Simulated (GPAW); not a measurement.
Runs of GPAW 26.7.0 on Hf. Symmetry: P6/mmm, No. 191, hexagonal system. The conventional cell has a = 4.962 Å, b = 4.962 Å, c = 3.086 Å, α = 90.00°, β = 90.00°, γ = 120.00°. Hf (site symmetry 6/mmm) has 14 Hf at 3.09 to 3.25 Å as nearest neighbours. Hf (site symmetry -6m2) is surrounded by 11 Hf at 2.87 to 3.25 Å. This isn't the form of Hf at room conditions, which is hcp.

| level | gap on the mesh (eV) | pressure (GPa) | relaxed volume (Å³/atom) |
| --- | --- | --- | --- |
| PBEsol+D3(BJ)+ATM | none | 0.0 | (b) |
| PBEsol+D4 | none | 0.0 | 21.30 |
| PBEsol+D3(BJ) | none | 0.0 | (a) |
| PBEsol | none | 0.0 | 21.46 |
| PBEsol+D3 | none | 0.0 | 20.85 |

Alike in all rows: task relaxation of cell and atoms; potentials or basis PAW data sets generated in the run's folder for this functional, pw; no spin polarisation; cell relaxed; k mesh 5 × 5 × 6; cutoff (eV) 600; smearing fermi-dirac 0.05 eV.

**Question.** Fill in the values left out.

**Answer.** (a) 20.73; (b) 20.83.

Caveats: later steps reuse the first step's grids; pairwise dispersion overbinds metals, which lowers pressure and volume (some runs).

A k mesh can miss the band edges, and the runs leave out spin-orbit coupling on Hf.

A gap of «none» marks a metal or a gap under the smearing width.
